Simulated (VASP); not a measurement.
A run of VASP 6.6.1 is set up as follows.

Contents of POSCAR:

```
Cl
1.0
    3.1450000000     -2.2500000000      0.0000000000
    3.1450000000      2.2500000000      0.0000000000
    0.0000000000      0.0000000000      8.2100000000
Cl
4
Direct
    0.3700000000      0.6300000000      0.4000000000
    0.1300000000      0.8700000000      0.9000000000
    0.6300000000      0.3700000000      0.6000000000
    0.8700000000      0.1300000000      0.1000000000
```

File INCAR.step1:

```
PREC = Accurate
ENCUT = 520
EDIFF = 1E-5
ISMEAR = 0
SIGMA = 0.02
LREAL = F
LASPH = T
NELM = 100
ALGO = Normal
ISIF = 2
LWAVE = T
LCHARG = F
NBANDS = 22
GGA = PE
KPAR = 4
```

INCAR.step2

```
PREC = Accurate
ENCUT = 520
EDIFF = 1E-6
ISMEAR = 0
SIGMA = 0.02
LREAL = F
LASPH = T
NELM = 100
ALGO = Normal
ISIF = 2
LWAVE = F
LCHARG = F
GGA = PE
LHFCALC = T
HFSCREEN = 0.2
PRECFOCK = Fast
NBANDS = 22
ISTART = 1
KPAR = 4
```

KPOINTS

```
regular mesh
0
Gamma
  6 6 2
```

KPOINTS_OPT

```
path GXSRAZGYX1A1TY,ZT
12
line-mode
reciprocal
 0.0000000000  0.0000000000  0.0000000000  G
 0.3779569104 -0.3779569104  0.0000000000  X

 0.3779569104 -0.3779569104  0.0000000000  X
 0.0000000000 -0.5000000000  0.0000000000  S

 0.0000000000 -0.5000000000  0.0000000000  S
 0.0000000000 -0.5000000000 -0.5000000000  R

 0.0000000000 -0.5000000000 -0.5000000000  R
 0.3779569104 -0.3779569104 -0.5000000000  A

 0.3779569104 -0.3779569104 -0.5000000000  A
 0.0000000000  0.0000000000 -0.5000000000  Z

 0.0000000000  0.0000000000 -0.5000000000  Z
 0.0000000000  0.0000000000  0.0000000000  G

 0.0000000000  0.0000000000  0.0000000000  G
-0.5000000000 -0.5000000000  0.0000000000  Y

-0.5000000000 -0.5000000000  0.0000000000  Y
-0.3779569104 -0.6220430896  0.0000000000  X1

-0.3779569104 -0.6220430896  0.0000000000  X1
-0.3779569104 -0.6220430896 -0.5000000000  A1

-0.3779569104 -0.6220430896 -0.5000000000  A1
-0.5000000000 -0.5000000000 -0.5000000000  T

-0.5000000000 -0.5000000000 -0.5000000000  T
-0.5000000000 -0.5000000000  0.0000000000  Y

 0.0000000000  0.0000000000 -0.5000000000  Z
-0.5000000000 -0.5000000000 -0.5000000000  T
```

Potentials or basis: VASP PAW PBE potentials, release 64 (Cl).

Command:

```console
$ cat potpaw_PBE.64/Cl/POTCAR > POTCAR
$ cp INCAR.step1 INCAR
$ mpirun -np 4 vasp_std > vasp.out
$ cp INCAR.step2 INCAR
$ mpirun -np 4 vasp_std > vasp.out
```

Predict the band gap on the k mesh.

4.17 eV, indirect (least direct gap 4.26 eV).

What does it give for the pressure?

-0.9 GPa.

Stress tensor (GPa, compression positive):
```
 1.01  0.00  0.00
 0.00 -0.97  0.00
 0.00  0.00 -2.68
```

Caveat: the PAW data sets were made with another functional, which shifts forces and pressure a little.
